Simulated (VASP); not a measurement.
The system is Si.

```xyz
2
Lattice="0.0000 2.7178 2.7178 2.7178 0.0000 2.7178 2.7178 2.7178 0.0000" Properties=species:S:1:pos:R:3 pbc="T T T"
Si    4.0768    4.0768    4.0768
Si    2.7178    2.7178    2.7178
```

Base run:

| Property | Result |
| --- | --- |
| Program | VASP 6.6.1 |
| Functional | PBEsol |
| Potentials or basis | VASP PAW PBE potentials, release 64 (Si) |
| Cutoff | 520 eV |
| k mesh | 10 × 10 × 10 |
| Occupations | gaussian, width 0.03 eV |
| Spin | no spin polarisation |

Its results: band gap on the k mesh 0.47 eV, indirect (least direct gap 2.52 eV); pressure 0.0 GPa.

Problem. The run is repeated on the same cell with these changes: functional from PBEsol to r2SCAN. What comes out?

Solution. Band gap on the k mesh 0.79 eV, indirect (least direct gap 2.76 eV); pressure 0.2 GPa.

r2SCAN gives the wider gap, since meta-GGAs in the generalised Kohn-Sham scheme recover part of the derivative discontinuity.

Caveats: the PAW data sets were made with another functional, which shifts forces and pressure a little.
